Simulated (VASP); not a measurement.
## HfS2: relaxation of shape and atoms at fixed volume with PBE

Crystal: HfS2.

```
Hf S
1.0
     3.66491    0.00000    0.00000
    -1.83246    3.17391    0.00000
     0.00000    0.00000    6.42791
Hf S
1 2
Direct
  0.00000 0.00000 0.00000
  0.66667 0.33333 0.77440
  0.33333 0.66667 0.22560
```

The cell is a database's computed one.

The cell isn't the ideal one: a relaxed cell with its volume scaled by 1.02.

- Program: VASP 6.6.1
- Task: relaxation of shape and atoms at fixed volume
- Functional: PBE
- Potentials or basis: VASP PAW PBE potentials, release 64 (Hf, S)
- Cutoff: 300 eV
- k mesh: 5 × 5 × 3
- Occupations: gaussian, width 0.03 eV
- Spin: no spin polarisation
- Further INCAR settings: ALGO = Fast; EDIFF = 1e-07; IBRION = 2; EDIFFG = -0.01; NSW = 40; ISIF = 4

| Quantity | Value |
| --- | --- |
| Energy gained by relaxing | 2.6 meV/atom |
| Ionic steps | 6 |
| Pressure after relaxing | -0.1 GPa |
| Band gap on the k mesh | 1.28 eV, indirect (least direct gap 2.04 eV) |

Step by step:
| step | energy change (eV) | largest force (eV/Å) | pressure (GPa) |
| --- | --- | --- | --- |
| 1 | 0.0000 | 0.2389 | -1.73 |
| 2 | -0.0046 | 0.1173 | -1.09 |
| 3 | -0.0064 | 0.0157 | -0.40 |
| 4 | -0.0064 | 0.0274 | -0.34 |
| 5 | -0.0075 | 0.0108 | -0.18 |
| 6 | -0.0077 | 0.0007 | -0.09 |

Final structure:
```cif
data_structure
_symmetry_space_group_name_H-M 'P 1'
_symmetry_Int_Tables_number 1
_cell_length_a 3.6432
_cell_length_b 3.6432
_cell_length_c 6.5049
_cell_angle_alpha 90.000
_cell_angle_beta 90.000
_cell_angle_gamma 120.000
_cell_volume 74.77
loop_
_atom_site_label
_atom_site_type_symbol
_atom_site_fract_x
_atom_site_fract_y
_atom_site_fract_z
_atom_site_occupancy
Hf1 Hf 0.00000 0.00000 0.00000 1
S1 S 0.66667 0.33333 0.77861 1
S2 S 0.33333 0.66667 0.22139 1
```

Levels at points of the mesh, in eV from the valence-band top:
```csv
k point,band 4,band 5,band 6,band 7,band 8,band 9,band 10,band 11,band 12
"(0.00, 0.00, 0.00)",-2.63,-2.63,-0.32,0.00,0.00,2.04,2.04,2.67,5.38
```

It took 20 s on 1 thread of Intel(R) Xeon(R) Platinum 8488C (Sapphire Rapids), on a shared host, peak memory 0.14 GiB.

Caveat: the cutoff is under 1.25 times the usual one of these potentials, so pressure, stress and relaxed cells hold a basis-set (Pulay) error; spin-orbit coupling is left out, which moves the levels of the heavy elements; an odd mesh through Γ misses points on the zone boundary, where band edges often lie; this functional lacks dispersion, which binds the layers, so the pressure and a relaxed spacing across them are unreliable.
